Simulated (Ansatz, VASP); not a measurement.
# One calculation of MgB2, two programs

File INCAR:

```
PREC = Accurate
ENCUT = 600
EDIFF = 1E-7
ISMEAR = 0
SIGMA = 0.1
LREAL = False
LASPH = True
NELM = 100
ALGO = Normal
ISIF = 4
LWAVE = False
LCHARG = False
GGA = PS
IBRION = 2
NSW = 50
EDIFFG = -0.01
```

Contents of KPOINTS:

```
regular mesh
0
Gamma
  18 18 12
```

Contents of POSCAR:

```
MgB2
1.0
    2.9554850337      0.0000000000      0.0000000000
   -1.4777425168      2.5595251197      0.0000000000
    0.0000000000      0.0000000000      3.3072127670
Mg B
1 2
Direct
    0.0000000000      0.0000000000      0.0000000000
    0.3333333333      0.6666666667      0.5000000000
    0.6666666667      0.3333333333      0.5000000000
```

Input for Ansatz:

```yaml
crystal:
  lattice:
    - [2.9554850312, 0.0, 0.0]
    - [-1.4777425156, 2.5595251175, 0.0]
    - [0.0, 0.0, 3.3072127675]
  atoms:
    - { symbol: Mg, position: [0.0, 0.0, 0.0] }
    - { symbol: B, position: [0.3333333333, 0.6666666667, 0.5] }
    - { symbol: B, position: [0.6666666667, 0.3333333333, 0.5] }
basis:
  ecutwfc: 420
kpoints:
  mp_grid: { grid: [18, 18, 12] }
hamiltonian:
  xc: pbesol
scf:
  occupations: { method: gaussian, width: 0.1 }
output:
  forces: true
  stress: true
  eigenvalues: true
  write_density: true
  write_potential: true
  elf: true
  volumetric_format: npy
relax:
  adjacent_minimum: "off"
  f_tol: 0.01
  max_steps: 30
  cell: { stress_tol: 0.1, fix: [volume] }
```

Alike in both runs: task relaxation of shape and atoms at fixed volume; functional PBEsol; k mesh 18 × 18 × 12; occupations gaussian, width 0.1 eV; no spin polarisation.

|  | VASP | Ansatz |
| --- | --- | --- |
| version | VASP 6.6.1 | Ansatz 0.2.0 |
| potentials or method | VASP PAW PBE potentials, release 64 (Mg, B) | scalar-relativistic, plane waves, PAW |
| plane-wave cutoff (eV) | 600 | 420 |
| valence electrons in the cell | 8 | 16 |

Ansatz gave:

- gap on the k mesh at the Fermi level, each at its own relaxed structure (eV): none
- relaxed volume (Å³/atom): 8.34
- relaxed cell length with the largest relative difference (Å): 3.291

Task: Which values does VASP return?

Result: gap on the k mesh at the Fermi level, each at its own relaxed structure (eV): none; relaxed volume (Å³/atom): 8.34; relaxed cell length with the largest relative difference (Å): 3.292.

A gap of «none» marks a metal or a gap that the smearing closes. The two sets of potentials don't hold the same shells in valence.

Caveats: the PAW data sets were made with another functional, which shifts forces and pressure a little (VASP).
